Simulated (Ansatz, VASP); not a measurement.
# One calculation of NbH2, two programs

```
CELL_PARAMETERS angstrom
0.00000 2.24829 2.24829
2.24829 0.00000 2.24829
2.24829 2.24829 0.00000
ATOMIC_POSITIONS crystal
Nb 0.00000 0.00000 0.00000
H 0.25000 0.25000 0.25000
H 0.75000 0.75000 0.75000
```

Alike in both runs: functional LDA; k mesh 8 × 8 × 8; occupations gaussian, width 0.1 eV; no spin polarisation.

Ansatz relaxed the structure, and its values are those at the end. VASP's run is a single point on that final structure, the one shown.

```csv
,VASP,Ansatz
version,VASP 6.6.1,Ansatz 0.2.0
potentials or method,"VASP PAW LDA potentials, release 64 (Nb_sv, H)","scalar-relativistic, plane waves, PAW"
plane-wave cutoff (eV),520,420
valence electrons in the cell,15,15
```

Ansatz gave:

```
gap on the k mesh at the Fermi level (eV) : none
pressure (GPa)                            : 0.0
```

Q: Estimate VASP's values.

A: gap on the k mesh at the Fermi level (eV): none; pressure (GPa): -0.2.

A gap of «none» marks a metal or a gap that the smearing closes.
